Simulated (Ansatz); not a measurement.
# Ni: a trial structure relaxed

Aim: relax Ni from this start, Si type (Ia-3, No. 206), and see where it ends.

Computed with Ansatz 0.2.0 (DFT PBE, scalar-relativistic, plane waves, PAW, unless a step's input says otherwise).

## Step 1: The system as given

It takes space group Ia-3 (No. 206, cubic). The conventional cell has a = 5.722 Å, b = 5.722 Å, c = 5.722 Å, α = 90.00°, β = 90.00°, γ = 90.00°. Ni (site symmetry 3) is surrounded by 4 Ni at 2.04 to 2.05 Å.

As a file:

```cif
data_structure
_symmetry_space_group_name_H-M 'Ia-3'
_symmetry_Int_Tables_number 206
_cell_length_a 5.7223
_cell_length_b 5.7223
_cell_length_c 5.7223
_cell_angle_alpha 90.000
_cell_angle_beta 90.000
_cell_angle_gamma 90.000
_cell_volume 187.37
loop_
_atom_site_label
_atom_site_type_symbol
_atom_site_symmetry_multiplicity
_atom_site_Wyckoff_symbol
_atom_site_fract_x
_atom_site_fract_y
_atom_site_fract_z
_atom_site_occupancy
Ni1 Ni 16 c 0.10300 0.10300 0.10300 1
```

(A quick probe on a coarse mesh, which set the mesh and smearing, is not shown.)

## Step 3: Rough relaxation on the coarse mesh

input.yaml reads:

```yaml
crystal:
  lattice:
    - [-2.8611476596, 2.8611476596, 2.8611476596]
    - [2.8611476596, -2.8611476596, 2.8611476596]
    - [2.8611476596, 2.8611476596, -2.8611476596]
  atoms:
    - { symbol: Ni, position: [0.206, 0.206, 0.206], spin: 0.72 }
    - { symbol: Ni, position: [0.5, 0.0, 0.294], spin: 0.72 }
    - { symbol: Ni, position: [0.294, 0.5, 0.0], spin: 0.72 }
    - { symbol: Ni, position: [0.0, 0.294, 0.5], spin: 0.72 }
    - { symbol: Ni, position: [0.794, 0.794, 0.794], spin: 0.72 }
    - { symbol: Ni, position: [0.5, 0.0, 0.706], spin: 0.72 }
    - { symbol: Ni, position: [0.706, 0.5, 0.0], spin: 0.72 }
    - { symbol: Ni, position: [0.0, 0.706, 0.5], spin: 0.72 }
basis:
  ecutwfc: 420
kpoints:
  mp_grid: { grid: [4, 4, 4] }
hamiltonian:
  xc: pbe
scf:
  occupations: { method: gaussian, width: 0.1 }
  lower_state_search: "off"
output:
  forces: true
  stress: true
  eigenvalues: true
  populations: true
magnetization:
  spin_polarized: true
relax:
  adjacent_minimum: "off"
  f_tol: 0.04
  max_steps: 70
  cell: { stress_tol: 0.4 }
```

The session goes on with these runs: full relaxation.

Before running it: what results should come out?

As calculated:

| quantity | value |
| --- | --- |
| cell (conventional) | a = 6.074 Å, b = 6.074 Å, c = 6.074 Å, α = 90.00°, β = 90.00°, γ = 90.00° |
| space group | Ia-3 (No. 206) |
| volume | 14.00 Å³/atom |
| gap on the mesh | none (metal) |
| largest moment | 0.85 μB |

The space group stayed Ia-3, and from the first guess the volume went from 11.71 to 14.00 Å³/atom.
